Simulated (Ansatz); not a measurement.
# SnO: vacancies and the chemical potential

These are results of Ansatz 0.2.0, DFT PBEsol, scalar-relativistic, plane waves, PAW, not measurements.

Plane waves to 420 eV, a k mesh through Γ of 6×6×4 on the computed 15-atom cell and Gaussian smearing (0.10 eV); no spin polarisation.

The ordered crystal (P4/nmm, 17.21 Å³/atom, no gap on the mesh), relaxed at this level:

```
Sn O
1.0
     2.69104   -2.69104    0.00000
     2.69104    2.69104    0.00000
     0.00000    0.00000    9.50470
Sn O
4 4
Cartesian
  2.6910 -1.3455 8.2806
  2.6910 1.3455 1.2241
  2.6910 -1.3455 3.5283
  2.6910 1.3455 5.9764
  1.3455 0.0000 2.3762
  4.0366 0.0000 7.1285
  1.3455 0.0000 7.1285
  4.0366 0.0000 2.3762
```

The crystal stands on its own mesh of 10×10×4. The changed cells were relaxed on coarser meshes and computed once more on meshes like the one named, which can leave forces up to 0.25 eV/Å.

The crystal forms from the elements' standard states with -1.323 eV/atom, or -2.65 eV per Sn. From a supercell of 16 atoms neutral Sn atoms were removed at random and the cells relaxed:

```
Sn removed energy a vacancy, Sn-rich (eV) volume / perfect gap on mesh (eV)
         1                            2.82             0.947              0.00
```

Task: Over what range can the formation energy of the neutral Sn vacancy move?

Result: With k vacancies in the cell, E_v = [E(defect cell) − E(perfect cell)]/k + μ(Sn). With μ counted from the standard state, the compound is stable against the two elements for -2.65 eV ≤ Δμ ≤ 0, so for the most dilute cell E_v runs from 2.82 eV (Sn-rich) to 2.82 − 2.65 = 0.17 eV (O-rich). At 1000 K the site fraction 1/[1 + exp(E_v/k_BT)] spans 6e-15 to 0.11, the upper figure beyond the dilute limit. Other phases of the two elements can narrow the range. Vacancies of O, antisites and interstitials weren't computed and can be far cheaper. Even the most dilute cell lacks 12.5 % of its Sn, far from an isolated defect.

Cost: 4 runs of about 7.3 core-minutes in all (earlier runs that led there not counted), on Intel Xeon 6975P-C (Granite Rapids) (shared hosts).